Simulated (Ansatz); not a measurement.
# Zone-centre phonons of InP at 35 GPa: input and output

Level of theory: Ansatz, DFT LDA, scalar-relativistic, plane waves, PAW.

Launched with:
```bash
ansatz run input.yaml --threads 1 --pin off --max-ram 3072MiB --backend cpu --events-out ev --progress --plain --runs-dir out
```

Input (bare energies are in eV):
```yaml
crystal:
  lattice:
    - [0.0, 2.5099681019, 2.5099681019]
    - [2.5099681019, 0.0, 2.5099681019]
    - [2.5099681019, 2.5099681019, 0.0]
  atoms:
    - { symbol: In, position: [0.0, 0.0, 0.0] }
    - { symbol: P, position: [0.5, 0.5, 0.5] }
basis:
  ecutwfc: 420
kpoints:
  mp_grid: { grid: [14, 14, 14] }
hamiltonian:
  xc: lda
scf:
  occupations: { method: fermi_dirac, width: 0.15 }
output:
  eigenvalues: true
phonons:
  method: dfpt
  eigenvectors: true
```

The end of the output:
```
--- Phonons (Γ-DFPT): 2 representative perturbations + reference, on 244 of 2744 k-points (Σ response iterations 6) ---
  k mesh reduced under 8 symmetry operations, with k and −k counted as one. Each operation leaves every solved perturbation unchanged. A smaller set is not used because it would not reduce the number of displacements ...
  ASR residual: 2.090e-5 → 0.000e0 eV/Å²; symmetrization residual: 9.632e-6 eV/Å²
  ASR residual per site (eV/Å²): 2.09e-5 9.03e-6
  Γ frequencies (cm⁻¹): 0.00 0.00 0.00 311.04 311.04 311.04
  non-analytic LO–TO correction: not included (Born effective charges unavailable; polar crystals: no LO–TO splitting at Γ)
```

The run took 20 s on 1 thread of Intel(R) Xeon(R) Platinum 8488C (Sapphire Rapids) (shared host), peak memory 0.69 GiB.

In a metal, frequencies and elastic constants depend on the k mesh and the smearing, soft modes and shear constants most. Other phases may be more stable at this pressure.

This rock-salt form isn't the usual stable structure of the compound at low pressure.